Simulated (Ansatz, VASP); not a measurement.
**SnO2: VASP beside Ansatz**

```
Sn O
1.0
     3.28355    0.00000    0.00000
    -1.64177    2.84363    0.00000
     0.00000    0.00000   10.96749
Sn O
2 4
Direct
  0.00000 0.00000 0.50000
  0.00000 0.00000 0.00000
  0.66667 0.33333 0.40586
  0.66667 0.33333 0.09414
  0.33333 0.66667 0.59414
  0.33333 0.66667 0.90586
```

Measurements of this composition are mostly on another form, of space group No. 136.

Alike in both runs: task single point; functional PBEsol; k mesh 12 × 12 × 2; no spin polarisation.

|  | VASP | Ansatz |
| --- | --- | --- |
| version | VASP 6.6.1 | Ansatz 0.2.0 |
| potentials or method | VASP PAW PBE potentials, release 64 (Sn_d, O) | plane waves, PAW |
| plane-wave cutoff (eV) | 520 | 420 |
| occupations | methfessel-paxton of order 1, width 0.1 eV | cold |
| valence electrons in the cell | 52 | 52 |

Ansatz gave:

| Quantity | Value |
| --- | --- |
| pressure (GPa) | -9.4 |
| largest component of the traceless stress (GPa) | 4.37 |

Task: Which values does VASP return?

Result: Pressure (GPa): -9.0; largest component of the traceless stress (GPa): 4.10.

Ansatz warned: «structure_snapped_to_symmetry».

Caveats: the PAW data sets were made with another functional, which shifts forces and pressure a little (VASP); spin-orbit coupling is left out, which moves the levels of the heavy elements. A k mesh can miss the band edges. PBEsol gaps usually lie below the measured ones, often by a third to a half.
